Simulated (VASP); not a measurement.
# BN (F-43m) in VASP: notebook

The runs below take BN through single point, relaxation of cell and atoms, with PBE.

Program: VASP 6.6.1. These are calculated values, not measurements. Logs are shortened: lines on timing, memory, paths and dates and some standing lists are left out, and cuts for length are marked.

**Experimental background.**

From a printed reference work, monograph, for a bulk crystal of BN at 300 K: band gap 6.4 eV (indirect).

How close the calculation comes is told below.

## (1) The cell of the first run

The structure is cubic, space group F-43m (No. 216). The conventional cell has a = 3.625 Å, b = 3.625 Å, c = 3.625 Å, α = 90.00°, β = 90.00°, γ = 90.00°. B (site symmetry -43m) has 4 N at 1.57 Å within 2.1 Å. Within 2.1 Å of N (site symmetry -43m) lie 4 B at 1.57 Å.

## (2) Single point, PBE

INCAR reads:

```
SYSTEM = BN
ALGO = Normal
EDIFF = 1E-6
ENCUT = 520
GGA = PE
ISIF = 2
ISMEAR = 0
LASPH = .TRUE.
LCHARG = .FALSE.
LREAL = .FALSE.
LWAVE = .FALSE.
NBANDS = 11
NELM = 80
PREC = Accurate
SIGMA = 0.01
```

KPOINTS reads:

```
k-points
0
G
  12 12 12
  0 0 0
```

POSCAR reads:

```
BN
1.0
    0.0000000000      1.8123266331      1.8123266331
    1.8123266331      0.0000000000      1.8123266331
    1.8123266331      1.8123266331      0.0000000000
B N
1 1
Direct
    0.0000000000      0.0000000000      0.0000000000
    0.2500000000      0.2500000000      0.2500000000
```

Potentials or basis: VASP PAW PBE potentials, release 64 (B, N).

Command:

```
> cat potpaw_PBE.64/B/POTCAR potpaw_PBE.64/N/POTCAR > POTCAR
> mpirun -np 1 vasp_std > vasp.out
```

OUTCAR:

```text
SYSTEM = BN
   EDIFF = 1E-6
   ENCUT = 520
   GGA = PE
   ISIF = 2
   ISMEAR = 0
   LASPH = .TRUE.
   LREAL = .FALSE.
   NELM = 80
   PREC = Accurate

 ion  position               nearest neighbor table
   1  0.000  0.000  0.000-   2 1.57   2 1.57   2 1.57   2 1.57
   2  0.250  0.250  0.250-   1 1.57   1 1.57   1 1.57   1 1.57

  LATTYP: Found a face centered cubic cell.
 ALAT       =     3.6246532662

  Lattice vectors:

 A1 = (   0.0000000000,   1.8123266331,   1.8123266331)
 A2 = (   1.8123266331,   0.0000000000,   1.8123266331)
 A3 = (   1.8123266331,   1.8123266331,   0.0000000000)

Analysis of symmetry for initial positions (statically):
=====================================================================
 Subroutine PRICEL returns:
 Original cell was already a primitive cell.

 Routine SETGRP: Setting up the symmetry group for a
 face centered cubic supercell.

 Subroutine GETGRP returns: Found 24 space group operations
 (whereof 24 operations were pure point group operations)
 out of a pool of 48 trial point group operations.

The static configuration has the point symmetry T_d .

Analysis of symmetry for dynamics (positions and initial velocities):
=====================================================================
 Subroutine PRICEL returns:
 Original cell was already a primitive cell.

 Routine SETGRP: Setting up the symmetry group for a
 face centered cubic supercell.

 Subroutine GETGRP returns: Found 24 space group operations
 (whereof 24 operations were pure point group operations)
 out of a pool of 48 trial point group operations.

The dynamic configuration has the point symmetry T_d .

 Subroutine INISYM returns: Found 24 space group operations
 (whereof 24 operations are pure point group operations),
 and found     1 'primitive' translations

----------------------------------------------------------------------------------------

                                     Primitive cell

  volume of cell :      11.9053

  direct lattice vectors                    reciprocal lattice vectors
     0.000000000  1.812326633  1.812326633    -0.275888458  0.275888458  0.275888458
     1.812326633  0.000000000  1.812326633     0.275888458 -0.275888458  0.275888458
     1.812326633  1.812326633  0.000000000     0.275888458  0.275888458 -0.275888458

  length of vectors
     2.563016904  2.563016904  2.563016904     0.477852826  0.477852826  0.477852826

  position of ions in fractional coordinates (direct lattice)
     0.000000000  0.000000000  0.000000000
     0.250000000  0.250000000  0.250000000

[... 85 lines left out ...]
   TEBEG  =    0.0;   TEEND  =   0.0 temperature during run
   PSTRESS=    0.0 pullay stress
   NELECT =       8.0000    total number of electrons
   NUPDOWN=      -1.0000    fix difference up-down
   EMIN   =  10.00;   EMAX   =-10.00  energy-range for DOS
   EFERMI =   0.00;   METHOD = LEGACY
   ISMEAR =     0;   SIGMA  =   0.01  broadening in eV -4-tet -1-fermi 0-gaus
   EFERMI_NEDOS =   21; number of points for ismear=-14 and -15
   IALGO  =     38    algorithm
   IMIX   =      4    mixing-type and parameters
     AMIX     =   0.40;   BMIX     =  1.00
     AMIX_MAG =   1.60;   BMIX_MAG =  1.00
  volume/ion in A,a.u.               =       5.95        40.17
  Fermi-wavevector in a.u.,A,eV,Ry     =   1.433920  2.709717 27.975313  2.056128
  Thomas-Fermi vector in A             =   2.553386
   LORBIT       =      0    0 simple, 1 ext, 2 COOP (PROOUT), +10 PAW based schemes
   GGA     = PE    functional components
   LHFCALC =     F    Hartree Fock is set to
   AEXX    =    0.0000 exact exchange contribution
   IVDW    =     0    specifies the selected vdW correction
   LEPSILON=     F    determine dielectric tensor
   LRPA    =     F    only Hartree local field effects (RPA)
 non-spin polarized calculation
 Gauss-broadening in eV      SIGMA  =   0.01
  energy-cutoff  :      520.00
  volume of cell :       11.91
 maximum number of plane-waves:       332
   NGX =  9   NGY =  9   NGZ =  9

 number of electron       7.9999999 magnetization

 Free energy of the ion-electron system (eV)
  ---------------------------------------------------
  ext. energy  EPLUGINS =         0.00000000
  ---------------------------------------------------
  free energy    TOTEN  =       -17.45101207 eV

  energy without entropy =      -17.45101207  energy(sigma->0) =      -17.45101207

 E-fermi :   7.4065     XC(G=0): -12.7826

 val. band max:        7.3046979271   @ k =   0.0000   0.0000   0.0000
 cond. band min:      11.7555245225   @ k =   0.5000   0.5000   0.0000
 fundamental gap:      4.4508265955
 Fermi energy:         7.4065487035

 k-point     1 :       0.0000    0.0000    0.0000
  band No.  band energies     occupation
      1     -12.8353      2.00000
      2       7.3047      2.00000
      3       7.3047      2.00000
      4       7.3047      2.00000
      5      16.0865      0.00000
      6      16.0865      0.00000
      7      16.0865      0.00000
      8      17.5242      0.00000
      9      31.9069      0.00000
     10      34.9758      0.00000
     11      34.9758      0.00000
[... 309 lines left out ...]
 k-point    24 :      -0.4167    0.1667    0.0000
  band No.  band energies     occupation
      1      -8.2954      2.00000
      2      -2.6238      2.00000
      3       3.2085      2.00000
      4       4.7583      2.00000
      5      16.5774      0.00000
      6      19.4116      0.00000
      7      19.4876      0.00000
      8      22.8913      0.00000
      9      28.2602      0.00000
     10      32.5569      0.00000
     11      33.8251      0.00000

 [... further k-points ...]

------------------------ aborting loop because EDIFF is reached ----------------------------------------

  FORCE on cell =-STRESS in cart. coord.  units (eV):
  Direction    XX          YY          ZZ          XY          YZ          ZX
  --------------------------------------------------------------------------------------
  -------------------------------------------------------------------------------------
  Total        0.0189390      0.0189390      0.0189390      0.0000000      0.0000000     -0.0000000
  in kB        2.5487591      2.5487591      2.5487591      0.0000000      0.0000000     -0.0000000
  external PRESSURE =       2.5487591 kB  Pullay stress =       0.0000000 kB

 VOLUME and BASIS-vectors are now :
 -----------------------------------------------------------------------------
  energy-cutoff  :      520.00
  volume of cell :       11.91
      direct lattice vectors                 reciprocal lattice vectors
     0.000000000  1.812326633  1.812326633    -0.275888458  0.275888458  0.275888458
     1.812326633  0.000000000  1.812326633     0.275888458 -0.275888458  0.275888458
     1.812326633  1.812326633  0.000000000     0.275888458  0.275888458 -0.275888458

 POSITION                                       TOTAL-FORCE (eV/Angst)
 -----------------------------------------------------------------------------------
      0.00000      0.00000      0.00000        -0.000000     -0.000000     -0.000000
      0.90616      0.90616      0.90616         0.000000      0.000000      0.000000
 -----------------------------------------------------------------------------------
    total drift:                                0.000000      0.000000      0.000000

  FREE ENERGIE OF THE ION-ELECTRON SYSTEM (eV)
  ---------------------------------------------------
  free  energy   TOTEN  =       -17.4510120745 eV

  energy  without entropy=      -17.4510120745  energy(sigma->0) =      -17.45101207
```

Run time: 25 s. Hardware: 1 thread of Intel Xeon 8259CL, shared host; peak memory 0.12 GiB.

Results:

| Item | Value |
| --- | --- |
| Free energy | -17.4510 eV |
| Pressure | 0.3 GPa |
| Band gap on the k mesh | 4.45 eV (least direct gap 8.78 eV) |

Levels at points of the mesh, in eV from the valence-band top:
```csv
k point,band 1,band 2,band 3,band 4,band 5,band 6,band 7,band 8,band 9
"(0.00, 0.00, 0.00)",-20.14,0.00,0.00,0.00,8.78,8.78,8.78,10.22,24.60
"(0.50, 0.00, 0.00)",-15.96,-10.62,-1.93,-1.93,10.04,10.66,10.66,15.17,23.34
"(0.50, 0.50, 0.00)",-14.61,-8.86,-4.86,-4.86,4.45,9.19,17.80,17.80,20.65
```

## (3) Relaxation of cell and atoms, PBE

This run uses another cell than the first one, of 5.91 Å³/atom.

INCAR reads:

```
ALGO = Normal
EDIFF = 1E-7
EDIFFG = -0.01
ENCUT = 600
GGA = PE
IBRION = 2
ISIF = 3
ISMEAR = 0
LASPH = True
LCHARG = False
LREAL = False
LWAVE = False
NELM = 60
NSW = 80
PREC = Accurate
SIGMA = 0.01
```

KPOINTS reads:

```
k-points
0
Gamma
  12 12 12
```

POSCAR reads:

```
BN
1.0
    0.0000000000      1.8075000000      1.8075000000
    1.8075000000      0.0000000000      1.8075000000
    1.8075000000      1.8075000000      0.0000000000
B N
1 1
Direct
    0.0000000000      0.0000000000      0.0000000000
    0.2500000000      0.2500000000      0.2500000000
```

Potentials or basis: VASP PAW PBE potentials, release 64 (B, N).

Command:

```
> cat potpaw_PBE.64/B/POTCAR potpaw_PBE.64/N/POTCAR > POTCAR
> mpirun -np 1 vasp_std > vasp.out
```

It took 40 s on 1 thread of Intel Xeon 8259CL, shared host; peak memory 0.12 GiB.

The run converged. Its results:

```yaml
Free_energy: -17.4543 eV
Relaxed_volume: 5.95 Å³/atom
Relaxed_cell: a = 2.563 Å, b = 2.563 Å, c = 2.563 Å, α = 60.00°, β = 60.00°, γ = 60.00°
Space_group_after_relaxing_to_0.1_Å: F-43m (No. 216)
Energy_gained_by_relaxing: 0.4 meV/atom
Ionic_steps: 3
Pressure_after_relaxing: 0.0 GPa
Band_gap_on_the_k_mesh: 4.45 eV (least direct gap 8.78 eV)
```

Step by step:
```csv
step,energy change (eV),largest force (eV/Å),pressure (GPa),volume (Å³)
1,0.0000,0.0000,3.01,11.81
2,0.0000,0.0000,-2.96,12.00
3,-0.0009,0.0000,0.01,11.90
```

Final structure:
```yaml
crystal:
  lattice:
    - [0.00000, 1.81229, 1.81229]
    - [1.81229, 0.00000, 1.81229]
    - [1.81229, 1.81229, 0.00000]
  atoms:
    - { symbol: B, position: [0.00000, 0.00000, 0.00000] }
    - { symbol: N, position: [0.25000, 0.25000, 0.25000] }
```

Levels at points of the mesh, in eV from the valence-band top:
| k point | band 1 | band 2 | band 3 | band 4 | band 5 | band 6 | band 7 | band 8 |
| --- | --- | --- | --- | --- | --- | --- | --- | --- |
| (0.00, 0.00, 0.00) | -20.14 | 0.00 | 0.00 | 0.00 | 8.78 | 8.78 | 8.78 | 10.22 |
| (0.50, 0.00, 0.00) | -15.96 | -10.62 | -1.93 | -1.93 | 10.04 | 10.66 | 10.66 | 15.18 |
| (0.50, 0.50, 0.00) | -14.61 | -8.86 | -4.86 | -4.86 | 4.45 | 9.19 | 17.80 | 17.80 |

## (4) Comparison with measurements

Step 2. Measured gap of BN: 6.4 eV (indirect; 300 K; a printed reference work, monograph). This calculation gives 4.45 eV (-1.95 eV). The value is that of PBE on a finite k mesh, which can miss the band edges, without temperature or zero-point motion. Semilocal functionals fall short of measured gaps as a rule.
